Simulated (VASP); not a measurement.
## SnTe: relaxation of cell and atoms with PBE

The system is SnTe.

```xyz
2
Lattice="0.0000 3.1509 3.1509 3.1509 0.0000 3.1509 3.1509 3.1509 0.0000" Properties=species:S:1:pos:R:3 pbc="T T T"
Sn    0.0000    0.0000    0.0000
Te    3.1509    3.1509    3.1509
```

```
Program                : VASP 6.6.1
Task                   : relaxation of cell and atoms
Functional             : PBE
Potentials or basis    : VASP PAW PBE potentials, release 64 (Sn_d, Te)
Cutoff                 : 600 eV
k mesh                 : 10 × 10 × 10
Occupations            : gaussian, width 0.03 eV
Spin                   : no spin polarisation
Further INCAR settings : ALGO = Normal; EDIFF = 1e-06; IBRION = 2; EDIFFG = -0.01; NSW = 90; ISIF = 3
```

```json
{
 "Relaxed volume": "32.93 Å³/atom",
 "Relaxed cell": "a = 4.533 Å, b = 4.533 Å, c = 4.533 Å, α = 60.00°, β = 60.00°, γ = 60.00°",
 "Space group after relaxing (to 0.05 Å)": "Fm-3m (No. 225)",
 "Energy gained by relaxing": "11.1 meV/atom",
 "Ionic steps": "3",
 "Pressure after relaxing": "0.0 GPa",
 "Band gap on the k mesh": "0.05 eV, direct"
}
```

Step by step:
```csv
step,energy change (eV),largest force (eV/Å),pressure (GPa),volume (Å³)
1,0.0000,0.0000,2.24,62.56
2,-0.0211,0.0000,-0.43,66.60
3,-0.0222,0.0000,-0.01,65.85
```

Final structure:
```cif
data_structure
_symmetry_space_group_name_H-M 'P 1'
_symmetry_Int_Tables_number 1
_cell_length_a 4.5328
_cell_length_b 4.5328
_cell_length_c 4.5328
_cell_angle_alpha 60.000
_cell_angle_beta 60.000
_cell_angle_gamma 60.000
_cell_volume 65.85
loop_
_atom_site_label
_atom_site_type_symbol
_atom_site_fract_x
_atom_site_fract_y
_atom_site_fract_z
_atom_site_occupancy
Sn1 Sn 0.00000 0.00000 0.00000 1
Te1 Te 0.50000 0.50000 0.50000 1
```

Levels at points of the mesh, in eV from the valence-band top:
| k point | band 6 | band 7 | band 8 | band 9 | band 10 | band 11 | band 12 | band 13 | band 14 |
| --- | --- | --- | --- | --- | --- | --- | --- | --- | --- |
| (0.00, 0.00, 0.00) | -12.43 | -4.87 | -2.00 | -2.00 | -2.00 | 3.25 | 3.25 | 3.25 | 4.85 |
| (0.50, 0.00, 0.00) | -11.27 | -8.06 | -1.67 | -1.67 | 0.00 | 0.05 | 0.45 | 0.45 | 7.67 |
| (0.50, 0.50, 0.00) | -11.02 | -6.43 | -5.21 | -3.49 | -3.49 | 2.38 | 4.69 | 4.69 | 6.02 |

Wall time 33 s on 1 thread of Intel(R) Xeon(R) 6975P-C (Granite Rapids), with other jobs on the host, peak memory 0.25 GiB.

Caveat: spin-orbit coupling is left out, which moves the levels of the heavy elements. Zero-point motion and thermal expansion aren't in these numbers.
